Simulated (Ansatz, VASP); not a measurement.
# One calculation of SrO, two programs

```
Sr O
1.0
     0.00000    2.53220    2.53220
     2.53220    0.00000    2.53220
     2.53220    2.53220    0.00000
Sr O
1 1
Direct
  0.50000 0.50000 0.50000
  0.00000 0.00000 0.00000
```

Alike in both runs: task single point; functional LDA; k mesh 8 × 8 × 8; no spin polarisation.

```csv
,VASP,Ansatz
version,VASP 6.6.1,Ansatz 0.2.0
potentials or method,"VASP PAW LDA potentials, release 64 (Sr_sv, O)","PAW with Ansatz's default frozen-core files, scalar-relativistic"
plane-wave cutoff (eV),520,420
occupations,"gaussian, width 0.01 eV",fixed
valence electrons in the cell,16,16
```

```csv
,VASP,Ansatz,Ansatz less VASP
gap on the k mesh at the Fermi level (eV),3.06,3.12,+0.063
pressure (GPa),0.8,0.0,-0.85
```

A k mesh can miss the band edges.
